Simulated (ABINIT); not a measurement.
Runs of ABINIT 10.8.3 (patched build) on MoS2. Symmetry: P-3m1, No. 164, trigonal system. Conventional cell: a = 3.227 Å, b = 3.227 Å, c = 6.312 Å, α = 90.00°, β = 90.00°, γ = 120.00°. Mo (site symmetry -3m) has 6 S at 2.42 Å as nearest neighbours. S (site symmetry 3m) is surrounded by 3 Mo at 2.42 Å. Measurements of this composition are mostly on another form, of space group No. 194.

| task | level | potentials or basis | k mesh | cutoff (eV) | fine-grid cutoff | mesh quality | gap on the mesh (eV) | pressure (GPa) | V0 of scaled cells (Å³/atom) | B0 (GPa) | largest force (eV/Å) |
| --- | --- | --- | --- | --- | --- | --- | --- | --- | --- | --- | --- |
| equation of state | LDA | JTH PAW LDA v2.0 | 9 × 9 × 4 | 408 | 816.342 eV | not flagged | - | - | 18.20 | 147 | - |
| single point | PBEsol | JTH PAW PBE v2.0 | 7 × 7 × 3 | 544 | 1088.46 eV | not flagged | none | -3.1 | - | - | 0.03 |
| band structure | BP86 | JTH PAW PBE v2.0 | 9 × 9 × 4 | 544 | 1088.46 eV | not flagged | none | 2.2 | - | - | 0.36 |
| equation of state | PBE | JTH PAW PBE v2.0 | 9 × 9 × 4 | 408 | 816.342 eV | not flagged | - | - | (c) | 129 | - |
| band structure | RPBE | JTH PAW PBE v2.0 | 9 × 9 × 4 | 544 | 1088.46 eV | not flagged | none | 3.4 | - | - | (a) |
| single point | LDA | JTH PAW LDA v2.0 | 4 × 4 × 2 | 544 | 1088.46 eV | coarse | none | -5.2 | - | - | 0.36 |
| band structure | WC | JTH PAW PBE v2.0 | 9 × 9 × 4 | 544 | 1088.46 eV | not flagged | none | -2.6 | - | - | (b) |
| single point | r2SCAN | JTH PAW PBE v2.0 | 7 × 7 × 3 | 653 | 1251.72 eV | not flagged | none | (d) | - | - | 0.12 |

Alike in all rows: no spin polarisation; cell as given; smearing fermi-dirac 0.05 eV.

Fill in the values left out.

(a) 0.35; (b) 0.10; (c) 19.18; (d) 0.7.

Caveats: some runs use coarse meshes; the PAW data sets were made with another functional, which shifts forces and pressure a little (some runs); this functional lacks dispersion, which binds the layers, so the pressure and a relaxed spacing across them are unreliable (some runs); pressures at fixed basis lie under the slope of the energies (some runs); the cell was scaled at fixed shape and fractional positions, which overstates the stiffness of a crystal with free parameters, most of all of layers and chains (some runs).

A k mesh can miss the band edges, and the runs leave out spin-orbit coupling on Mo.

A gap of «none» marks a metal or a gap under the smearing width.
